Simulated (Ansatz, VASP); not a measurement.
**Cross-check of PbS (Galena) between VASP and Ansatz**

Aim: how closely do two programs agree when they are given the same cell, functional and k mesh? The cell is taken from a series of VASP runs on this material, whose earlier steps may have relaxed, scaled or displaced it; both programs get it as it stands.

Calculated with Ansatz 0.2.0; plane waves, with VASP 6.6.1 beside it; relaxation of cell and atoms at LDA.

## 1. Set-up

It takes space group Fm-3m (No. 225, cubic). The conventional cell has a = 5.846 Å, b = 5.846 Å, c = 5.846 Å, α = 90.00°, β = 90.00°, γ = 90.00°. Pb has 6 S at 2.92 Å nearest. Nearest to S lie 6 Pb at 2.92 Å. Farther neighbours and most contacts between anions are not listed.

## 2. Ansatz: relaxation of cell and atoms, LDA

Ansatz runs on its default PAW (the set named soft_2) files.

The relaxed volume is the usual yardstick between codes: its relative difference is about their pressure difference at one cell divided by the bulk modulus.

input.yaml reads:

```yaml
crystal:
  lattice:
    - [0.0, 2.9227547105, 2.9227547105]
    - [2.9227547105, 0.0, 2.9227547105]
    - [2.9227547105, 2.9227547105, 0.0]
  atoms:
    - { symbol: Pb, position: [0.0, 0.0, 0.0] }
    - { symbol: S, position: [0.5, 0.5, 0.5] }
hamiltonian:
  xc: lda
  pseudopotentials: { kind: paw }
kpoints:
  mp_grid: { grid: [6, 6, 6] }
scf:
  occupations: { method: gaussian, width: 0.03 }
relax:
  f_tol: 0.01
  max_steps: 60
  cell: { stress_tol: 0.05 }
output:
  forces: true
  stress: true
  write_density: true
  write_potential: true
  elf: true
  volumetric_format: npy
```

Command:

```console
$ ansatz run input.yaml --threads 4 --pin off --max-ram 9216MiB --backend cpu --events-out ev --progress --plain --runs-dir out
```

Numbers of over 12 decimals in the logs are rounded to 6 here.

Output:

```text
Engine: ansatz 0.2.0, aarch64-unknown-linux-gnu
Pseudopotentials: kind: paw
Pseudopotential: Pb, paw, valence charge 14, recommended cutoff 420 eV (normal), Pb.paw.azcp
Pseudopotential: S, paw, valence charge 6, recommended cutoff 420 eV (normal), S.paw.azcp
Functional definition: SPW92
  exchange = slater_x
  correlation = pw_c
Crystal: 2 atoms, lattice volume = 49.935 Å³
Basis set: ecut = 420 eV, 941 PW (Γ)
Bands: 14, of which v1, the nominal top of the filled ones, is band 10 counted from 1 (9 counted from 0)
Symmetry: 48 space group operations
Space group: Fm-3m (ITA 225), of the structure as read, at distance tolerance 3.7e-5 Å
k-points: 16 of 216
Non-local potential: Pb, projectors of the file, l = 0: 2, l = 1: 2, l = 2: 2, l = 3: 2
Non-local potential: S, projectors of the file, l = 0: 2, l = 1: 2, l = 2: 2
PAW form: soft (Blöchl's): semilocal exchange-correlation on the pseudo side does not see the compensation charge
PAW frozen core: Pb, regenerated for the run's functional, and the local potential with it (the file was generated under x = pbe(κ = 0.804, μ = 0.219515), c = pbe(β = 0.066725))
PAW frozen core: S, regenerated for the run's functional, and the local potential with it (the file was generated under x = pbe(κ = 0.804, μ = 0.219515), c = pbe(β = 0.066725))
PAW one-centre angular grid: Pb, 590 points (default); XC on 64 Gauss nodes
PAW one-centre angular grid: S, 110 points (default); XC on 64 Gauss nodes
Initial density: superposition of atomic densities (neutral atoms: chi_scale 0, normalization atom), corrected by the library's trained network
Initial wavefunctions: pseudopotential atomic-orbital guess
Functional: x = slater, c = lda
SCF iter   1: F=—  HF=-12472.966744 eV  |F-HF|=—  |Δ(HF+E_count)|=         —  Δρ=6.13e-3  dr2=2.72e-2  ethr=1.77e-3  ⟨swp⟩=6.4  Hψ=1361  notcnv=0
preconditioner: auto → Kerker (q_TF=auto, 2.342 Å⁻¹)  [metal: Δε(μ)=0.003 eV  Ē_g=15.442 eV  σ=0.030 eV  W_gap=0.06  n_scr=14 (ndim 8)  ℏωp=23.5 eV  f_vac=0.000  D(μ)=1.39/eV (n_scr^D=14)]
SCF iter   2: F=—  HF=-12472.959166 eV  |F-HF|=—  |Δ(HF+E_count)|=   7.58e-3  Δρ=3.06e-3  dr2=5.31e-3  ethr=1.36e-4  ⟨swp⟩=1.5  Hψ=376  notcnv=0
preconditioner: auto → none  [insulator: Δε(μ)=0.043 eV  Ē_g=15.452 eV  σ=0.030 eV  W_gap=0.69  n_scr=14 (ndim 8)  ℏωp=23.5 eV  f_vac=0.000  D(μ)=0.83/eV (n_scr^D=0)  ε∞_Penn≈3.3]
SCF iter   3: F=—  HF=-12472.957465 eV  |F-HF|=—  |Δ(HF+E_count)|=   1.70e-3  Δρ=4.67e-4  dr2=1.67e-4  ethr=2.66e-5  ⟨swp⟩=2.0  Hψ=379  notcnv=0
SCF iter   4: F=—  HF=-12472.957410 eV  |F-HF|=—  |Δ(HF+E_count)|=   5.53e-5  Δρ=1.40e-4  dr2=1.41e-5  ethr=8.37e-7  ⟨swp⟩=2.0  Hψ=376  notcnv=0
SCF iter   5: F=—  HF=-12472.957401 eV  |F-HF|=—  |Δ(HF+E_count)|=   9.14e-6  Δρ=2.77e-5  dr2=1.70e-7  ethr=7.04e-8  ⟨swp⟩=2.4  Hψ=383  notcnv=0
SCF iter   6: F=-12472.957401 eV  HF=-12472.957401 eV  |F-HF|=1.21e-9  |Δ(HF+E_count)|=   7.76e-8  Δρ=2.83e-6  dr2=2.65e-9  ethr=5.00e-10  ⟨swp⟩=7.8  Hψ=1182  notcnv=0
SCF 1 converged in 6 iterations: F = -12472.957401 eV  dr2 = 2.65e-9
  greatest PAW one-centre occupation: 0.982 electrons in one spin orbital (limit 2), on the Pb atom at site 0 (counted from 0), in its partial waves of l = 2
relax step   1: F+E_penalty+E_count = -12472.95740089 eV  Δ(F+E_penalty+E_count) = +0.000e0 eV  max|allowed force component| = 3.057e-30 eV/Å  Δτ_max = 0.0000 Å  P = -0.056 GPa  Ω = 49.935 Å³  (6 SCF iters, dr2 threshold 1.00e-7 eV, accepted)
[...]
relax step   2: F+E_penalty+E_count = -12472.95741397 eV  Δ(F+E_penalty+E_count) = -1.308e-5 eV  max|allowed force component| = 5.785e-30 eV/Å  Δτ_max = 0.0000 Å  P = +0.034 GPa  Ω = 49.860 Å³  energy of the carried Pulay correction = +7.961e-6 eV  (6 SCF iters, accepted)
[...]
relax step   3: F+E_penalty+E_count = -12472.95740882 eV  Δ(F+E_penalty+E_count) = +5.149e-6 eV  max|allowed force component| = 4.536e-30 eV/Å  Δτ_max = 0.0000 Å  P = +0.034 GPa  Ω = 49.860 Å³  stress off target by 3.36e-2 GPa  SCF on the basis re-selected at this cell (its energy is not comparable with the rows above)  (7 SCF iters)
basis re-selected at this cell: Δ(F+E_penalty+E_count) = +5.149e-6 eV, ΔP = -0.000 GPa vs the last step (what re-selecting the basis moved, of the pressure what is left beyond the Pulay correction that the steps carried, after the strain that the cell walked since its last selection, with what the two solves' SCF thresholds leave and, on support functions, any second-order correction that the steps lacked; it is no m [...]
SCF converged after 7 iterations
Free energy (F): -12472.957409 eV
Harris-Foulkes:  -12472.957409 eV  (|F-HF|=0.00e0)
Internal energy: -12472.957183 eV  (E = F + TS)
E sigma→0 (E₀):  -12472.957296 eV
Entropy (-TS):   -0.000226 eV (-0.113 meV/atom)
Fermi energy:    8.928020 eV
--- Per-component energies (eV) ---
  E_band       = -49.284431
  E_kinetic    = 395.409181
  E_local      = -1192.741255  (includes V_loc(G=0)·N_el)
  E_nonlocal   = 383.736019
  E_hartree    = 462.449425
  E_xc         = -316.392111
  E_vxc        = -222.377510  (∫ρ·V_xc dr)
  E_paw        = -10669.104694  (= ΣΔE_a)
  E_vpaw       = -338.209761  (= ΣTr[D̂ρ^β])
  E_aug_tail   = 0.000046  (compensation charges beyond the density's cutoff)
  E_ewald      = -1536.389277
  E_core_change = 0.075484  (= ΣΔE_core)
  E_smearing   = -0.000226  (= −TS)
  E_closure    = 0.000000  (closes the sum)
  Σ components = -12472.957409   (vs F -12472.957409, Δ=0.00e0)
--- Forces (eV/Å), atoms counted from 1 ---
  atom   1  Pb     0.00000000    -0.00000000     0.00000000
  atom   2  S     -0.00000000     0.00000000     0.00000000
  max |Σ_I F_I| component: 9.86e-30 eV/Å
--- Stress (GPa, compression-positive) ---
        0.033611      -0.000000      -0.000000
       -0.000000       0.033611       0.000000
       -0.000000      -0.000000       0.033611
  P = ⅓ Tr σ = 0.0336 GPa (0.336 kbar)
--- Band table (eV; the first three rows and the last of 16) ---
  k-point 0: bands = [... 6 lower, 2.8191, 6.4803, 6.4803, 6.4803, 14.0673, 14.0673, 14.0673, 15.3778]
  k-point 1: bands = [... 6 lower, 1.9575, 6.5634, 6.5634, 7.1109, 12.1562, 12.7742, 12.7742, 15.3322]
  k-point 2: bands = [... 6 lower, 0.4507, 6.7795, 6.7795, 8.0547, 10.1764, 11.2281, 11.2281, 16.0542]
  k-point 15: bands = [... 6 lower, 0.7892, 3.6114, 4.5347, 6.8988, 11.9395, 12.9268, 13.9355, 15.7285]
--- Relaxed structure (2 steps of the walk, 2 accepted, 1 SCFs on fresh bases) ---
  F+E_penalty+E_count = -12472.95740882 eV   max|allowed force component| = 4.536e-30 eV/Å   (the final SCF, on the basis selected at the relaxed cell)
  cell:  # Å, volume = 49.8601 Å³
    - [0, 2.921289, 2.921289]
    - [2.921289, 0, 2.921289]
    - [2.921289, 2.921289, 0]
  atoms:
    - { symbol: Pb, position: [0, 0, 0] }
    - { symbol: S, position: [0.500000, 0.500000, 0.500000] }
```

Run time: 0.98 s. Hardware: 4 threads of Arm Neoverse V1, shared host; peak memory 0.32 GiB.

## 3. VASP: relaxation of cell and atoms, LDA

The same cell, functional (in two slightly different forms), mesh and smearing now go to VASP, with its own data sets and cutoff.

Lines of VASP's logs that name or quote its potential files are left out, and so is its time.

INCAR reads:

```
SYSTEM = PbS
PREC = Accurate
ENCUT = 450
EDIFF = 1E-06
NELM = 100
ISMEAR = 0
SIGMA = 0.03
LREAL = .FALSE.
ALGO = Normal
GGA = CA
NBANDS = 16
LORBIT = 11
LWAVE = .FALSE.
LCHARG = .FALSE.
KPAR = 4
IBRION = 2
NSW = 50
ISIF = 3
EDIFFG = -0.006
```

POSCAR reads:

```
PbS
1.0
    0.0000000000      2.9227547105      2.9227547105
    2.9227547105      0.0000000000      2.9227547105
    2.9227547105      2.9227547105      0.0000000000
Pb S
1 1
Direct
    0.0000000000      0.0000000000      0.0000000000
    0.5000000000      0.5000000000      0.5000000000
```

KPOINTS reads:

```
Automatic mesh
0
Gamma
6 6 6
0 0 0
```

Potentials, in the order of the species: Pb_d and S (LDA family, release 64).

Command:

```console
$ mpirun -np 4 vasp_std
```

Output:

```text
[banner, memory and clock lines left out]
running    4 mpi-ranks, on    1 nodes
 distrk:  each k-point on    1 cores,    4 groups
 distr:  one band on    1 cores,    1 groups

 POSCAR found type information on POSCAR PbS
 POSCAR found :  2 types and       2 ions
 LDA part: xc-table for (Slater(with rela. corr.)+CA(PZ))
 , standard interpolation
 POSCAR, INCAR and KPOINTS ok, starting setup
 FFT: planning ... GRIDC
 FFT: planning ... GRID_SOFT
 FFT: planning ... GRID
 WAVECAR not read
 entering main loop
       N       E                     dE             d eps       ncg     rms          rms(c)
DAV:   1     0.144074645239E+03    0.14407E+03   -0.91165E+03   512   0.120E+03
DAV:   2    -0.829417577810E+00   -0.14490E+03   -0.14085E+03   568   0.303E+02
DAV:   3    -0.102205558427E+02   -0.93911E+01   -0.93498E+01   680   0.829E+01
DAV:   4    -0.104159823530E+02   -0.19543E+00   -0.19539E+00   640   0.140E+01
DAV:   5    -0.104238670908E+02   -0.78847E-02   -0.78846E-02   768   0.241E+00    0.481E+00
DAV:   6    -0.100131764025E+02    0.41069E+00   -0.12575E+00   808   0.825E+00    0.343E+00
DAV:   7    -0.100054778049E+02    0.76986E-02   -0.10039E-01   664   0.169E+00    0.186E+00
DAV:   8    -0.100023100945E+02    0.31677E-02   -0.12016E-02   640   0.110E+00    0.187E-01
DAV:   9    -0.100018195404E+02    0.49055E-03   -0.31147E-03   792   0.430E-01    0.613E-02
DAV:  10    -0.100018306825E+02   -0.11142E-04   -0.22196E-04   640   0.890E-02    0.195E-02
DAV:  11    -0.100018306300E+02    0.52500E-07   -0.20229E-05   696   0.293E-02    0.821E-03
DAV:  12    -0.100018304814E+02    0.14865E-06   -0.22188E-06   560   0.241E-02
   1 F= -.10001830E+02 E0= -.10001637E+02  d E =-.100018E+02
 curvature:   0.00 expect dE= 0.000E+00 dE for cont linesearch  0.000E+00
 trial: gam= 0.00000 g(F)=  0.159E-60 g(S)=  0.642E-06 ort = 0.000E+00 (trialstep = 0.100E+01)
 search vector abs. value=  0.642E-06
 reached required accuracy - stopping structural energy minimisation
```

Parts of OUTCAR (step 3):

```text
ion  position               nearest neighbor table
   1  0.000  0.000  0.000-   2 2.92   2 2.92   2 2.92   2 2.92   2 2.92   2 2.92
   2  0.500  0.500  0.500-   1 2.92   1 2.92   1 2.92   1 2.92   1 2.92   1 2.92

  LATTYP: Found a face centered cubic cell.
 ALAT       =     5.8455094210

 Subroutine GETGRP returns: Found 48 space group operations
 (whereof 48 operations were pure point group operations)

The static configuration has the point symmetry O_h .

 Found     16 irreducible k-points:

   k-points           NKPTS =     16   k-points in BZ     NKDIM =     16   number of bands    NBANDS=     16

   dimension x,y,z NGX =    30 NGY =   30 NGZ =   30
   dimension x,y,z NGXF=    60 NGYF=   60 NGZF=   60

   ENCUT  =  450.0 eV  33.07 Ry    5.75 a.u.   7.15  7.15  7.15*2*pi/ulx,y,z

   NELECT =      20.0000    total number of electrons

 k-points in reciprocal lattice and weights: Automatic mesh
   0.00000000  0.00000000  0.00000000       0.005
   0.16666667  0.00000000  0.00000000       0.037
   0.33333333  0.00000000  0.00000000       0.037
   0.50000000  0.00000000  0.00000000       0.019
   0.16666667  0.16666667  0.00000000       0.028
   0.33333333  0.16666667  0.00000000       0.111
   0.50000000  0.16666667  0.00000000       0.111
  -0.33333333  0.16666667  0.00000000       0.111
  -0.16666667  0.16666667  0.00000000       0.056
[...]
-0.33333333  0.33333333  0.16666667       0.111
  -0.33333333  0.50000000  0.16666667       0.056

 average (electrostatic) potential at core
       1 -91.1331       2 -85.6862

 E-fermi :   6.2631

 k-point     1 :       0.0000    0.0000    0.0000
  band No.  band energies     occupation
    ...
      6      -7.7938      2.00000
      7       0.1891      2.00000
      8       3.8014      2.00000
      9       3.8014      2.00000
     10       3.8014      2.00000
     11      11.3900      0.00000
     12      11.3900      0.00000
     13      11.3900      0.00000
     14      12.7232      0.00000
     15      12.7232      0.00000
    ...

 k-point     2 :       0.1667    0.0000    0.0000
  band No.  band energies     occupation
    ...
      6      -7.5378      2.00000
      7      -0.6789      2.00000
      8       3.8838      2.00000
      9       3.8838      2.00000
     10       4.4400      2.00000
     11       9.4852      0.00000
     12      10.1023      0.00000
     13      10.1023      0.00000
     14      12.6610      0.00000
     15      13.3569      0.00000
    ...

 k-point     3 :       0.3333    0.0000    0.0000
  band No.  band energies     occupation
    ...
      6      -6.8761      2.00000
      7      -2.1886      2.00000
      8       4.0982      2.00000
      9       4.0982      2.00000
     10       5.3900      2.00000
     11       7.5085      0.00000
     12       8.5576      0.00000
     13       8.5576      0.00000
     14      13.3773      0.00000
     15      14.7930      0.00000
    ...

  Total       -0.0029794     -0.0029794     -0.0029794      0.0000000      0.0000000      0.0000000
  in kB       -0.0955945     -0.0955945     -0.0955945      0.0000000      0.0000000      0.0000000
  external PRESSURE =      -0.0955945 kB  Pullay stress =       0.0000000 kB

  energy-cutoff  :      450.00
  volume of cell :       49.94
      direct lattice vectors                 reciprocal lattice vectors
     0.000000000  2.922754711  2.922754711    -0.171071489  0.171071489  0.171071489
     2.922754711  0.000000000  2.922754711     0.171071489 -0.171071489  0.171071489
     2.922754711  2.922754711  0.000000000     0.171071489  0.171071489 -0.171071489

 POSITION                                       TOTAL-FORCE (eV/Angst)
 -----------------------------------------------------------------------------------
      0.00000      0.00000      0.00000        -0.000000     -0.000000      0.000000
      2.92275      2.92275      2.92275         0.000000      0.000000     -0.000000
 -----------------------------------------------------------------------------------
    total drift:                               -0.000000      0.000000      0.000000

  FREE ENERGIE OF THE ION-ELECTRON SYSTEM (eV)
  ---------------------------------------------------
  free  energy   TOTEN  =       -10.0018304814 eV

  energy  without entropy=      -10.0014441814  energy(sigma->0) =      -10.00163733

 reached required accuracy - stopping structural energy minimisation

 total charge
# of ion       s       p       d       tot
------------------------------------------
    1        1.479   0.554   9.845  11.878
    2        1.354   2.322   0.000   3.676
--------------------------------------------------
tot          2.833   2.876   9.845  15.554

[... 3 further parts left out ...]
```

The gap is under twice the smearing width, so the edge states are partly filled and the run can't tell a small gap from a semimetal. The run keeps the 48 symmetry operations of its start, so it cannot find a distortion of lower symmetry.

## 4. Differences

Known differences besides the potentials themselves: the two LDA forms differ slightly; both relaxations stop at a tolerance, which leaves soft axes loose, and VASP keeps its plane-wave basis; the cutoff is 420 eV in Ansatz and 450 eV in VASP; VASP's log shows a relativistic correction to its local exchange, Ansatz's none; Ansatz adds a Pulay correction to the stress that steers its cell, VASP none. Total energies have different zeros and are not compared.

The two programs side by side:

```
                                         quantity  Ansatz   VASP  difference
                                      volume (Å³)   49.86  49.94     -0.15 %
edge a after relaxation, in the typed setting (Å)   4.131  4.133     -0.05 %
```

The walks stopped with 0.03 GPa left in Ansatz and -0.01 GPa in VASP; each walk ends within a tolerance, so the volume difference is uncertain by about these residues over the bulk modulus, most in soft cells.

## 5. Outcome

| Quantity | Value |
| --- | --- |
| difference in volume (relaxation of cell and atoms, LDA) | -0.15 % |

**Reading.** The difference in volume is -0.15 % (relaxation of cell and atoms, LDA), within the 1.2 % picked in this series as the mark of a large difference, as far as the stopping tolerances let one tell. How closely two codes agree says nothing of how well the functional describes the real material.

[Lines on the potential files, build, host, timing and source positions are cut from VASP's logs without a mark.]

[Logs are printed without paths, hosts, clocks, repeated set-up lines and the standing remarks that a program may print on its own settings, such as how far it seeks lower states.]

[Hosts, paths, dates, database ids (printed as entryN), source tags and the programs' standing remarks are cut or masked in the printed files.]
